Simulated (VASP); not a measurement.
Wanted: the native input for a VASP 6.6.1 run.

```yaml
Task: single point
Functional: PBE
Potentials_or_basis: VASP PAW PBE potentials, release 64 (Cs_sv, I)
Cutoff: 520 eV
k_mesh: 6 × 6 × 6
Occupations: gaussian, width 0.02 eV
Spin: no spin polarisation
Dipole_correction: no
Further_INCAR_settings: ALGO = Normal; EDIFF = 1e-06; NBANDS = 15
```

The structure of CsI lies in POSCAR:

```
CsI
1.0
    4.7575282074      0.0000000000      0.0000000000
    0.0000000000      4.7575282074      0.0000000000
    0.0000000000      0.0000000000      4.7575282074
Cs I
1 1
Direct
    0.0000000000      0.0000000000      0.0000000000
    0.5000000000      0.5000000000      0.5000000000
```

One way to write it, as run:

INCAR

```
SYSTEM = CsI
PREC = Accurate ; ENCUT = 520
EDIFF = 1E-6 ; ISMEAR = 0
SIGMA = 0.02 ; LREAL = .FALSE.
LASPH = .TRUE. ; NELM = 100
ALGO = Normal ; ISIF = 2
LWAVE = .FALSE. ; LCHARG = .TRUE.
GGA = PE ; LELF = .TRUE.
LVHAR = .TRUE. ; NBANDS = 15
```

KPOINTS

```
Automatic mesh
0
G
  6 6 6
  0 0 0
```

Potentials or basis: VASP PAW PBE potentials, release 64 (Cs_sv, I).

Run with:

```sh
$ cat potpaw_PBE.64/Cs_sv/POTCAR potpaw_PBE.64/I/POTCAR > POTCAR
$ mpirun -np 1 vasp_std > vasp.out
```

It gave:

| Item | Value |
| --- | --- |
| Pressure | -0.5 GPa |
| Band gap on the k mesh | 3.52 eV, indirect (least direct gap 3.61 eV) |

Caveat: spin-orbit coupling is left out, which moves the levels of the heavy elements.

It took 9.8 s on 1 thread of Intel(R) Xeon(R) 6975P-C (Granite Rapids) (shared host), peak memory 0.22 GiB.
